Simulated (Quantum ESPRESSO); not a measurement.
# MoS2 under changes of volume

One of the cells (17.750 Å³/atom); the others are scaled copies at fixed shape and fractional positions:

```xyz
3
Lattice="1.5855 0.9154 6.1150 -1.5855 0.9154 6.1150 0.0000 -1.8308 6.1150" Properties=species:S:1:pos:R:3 pbc="T T T"
Mo    0.0000    0.0000    0.0000
S     0.0000    0.0000    4.5862
S     0.0000    0.0000   13.7587
```

Measurements of this composition are mostly on another form, of space group No. 194.

- Program: Quantum ESPRESSO 7.5
- Functional: PBEsol
- Potentials or basis: GBRV 1.5 PBEsol
- Cutoff: 612 eV
- Density cutoff: 4898 eV
- k mesh: 10 × 10 × 10
- Occupations: fermi-dirac, width 0.05 eV
- Spin: no spin polarisation

| volume (Å³/atom) | energy over the lowest point (meV/atom) | pressure (GPa) |
| --- | --- | --- |
| 16.685 | 55.19 | 13.6 |
| 17.040 | 29.33 | 9.5 |
| 17.395 | 12.06 | 5.8 |
| 17.750 | 2.55 | 2.5 |
| 18.105 | 0.00 | -0.4 |
| 18.460 | ? | ? |
| 18.815 | 13.09 | -5.5 |

Problem. What does the run at 18.460 Å³/atom give?

Solution. Energy over the lowest point 3.73 meV/atom; pressure -3.1 GPa.

Worked out: A Birch-Murnaghan fit of order 3 (a polynomial in V^(-2/3)) to the other rows has its minimum at 18.07 Å³/atom with B0 = V·E''(V) = 146 GPa and B' = 4.3 at fixed shape and positions, which overstates the stiffness. It gives 3.72 meV/atom at 18.460 Å³/atom, against the run's 3.73, and -dE/dV = -3.0 GPa, against -3.1.

Energies are extrapolated to zero smearing.
